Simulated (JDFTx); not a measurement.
## C: equation of state with LDA

**Measured values to compare with.**

“Equation of state of cubic boron nitride at high pressures and temperatures”, 2007, arxiv:cond-mat/0702656 quotes, for a bulk crystal of C: bulk modulus 444.8 ± 0.8 GPa.

The system is C.

```xyz
2
Lattice="0.0000 1.7834 1.7834 1.7834 0.0000 1.7834 1.7834 1.7834 0.0000" Properties=species:S:1:pos:R:3 pbc="T T T"
C     2.6751    2.6751    2.6751
C     1.7834    1.7834    1.7834
```

This isn't the form of C at room conditions, which is graphite.

```
Program                                 : JDFTx 1.7.0 (patched build)
Task                                    : equation of state
Functional                              : LDA
Potentials or basis                     : PseudoDojo-SR-LDA-0.4.1-standard
Cutoff                                  : 1116 eV
Density cutoff                          : 8925 eV
k mesh                                  : 13 × 13 × 13
Occupations                             : fermi-dirac, width 0.05 eV
Spin                                    : no spin polarisation
Bands                                   : 9
Density cutoff over wavefunction cutoff : 8
Max SCF steps                           : 100
SCF threshold on the energy             : 1e-09 Ha
Solver of the electrons                 : scf
```

```
Equilibrium volume                      : 5.53 Å³/atom
Bulk modulus                            : 465 GPa
Pressure derivative of the bulk modulus : 3.7
```

Energy against volume, from the lowest point:
```
volume (Å³/atom)  energy (meV/atom)
           5.332              11.16
           5.445               1.94
           5.558               0.00
           5.672               4.68
           5.785              15.38
           5.899              31.55
           6.012              52.69
```

Against the measured bulk modulus of C, 444.8 GPa (quoted in “Equation of state of cubic boron nitride at high pressures and temperatures”, 2007, arxiv:cond-mat/0702656), the calculated 465 GPa is off by +4.6 %. 3 values of this kind are on record (442 to 444.8 GPa); this one was drawn at random among those near their median, those with a stated uncertainty first. The fit is for a static lattice scaled at fixed shape and fixed fractional positions. The cell as given is a measured one (5.67 Å³/atom); LDA puts the equilibrium volume -2.4 % from it, thermal expansion not counted.
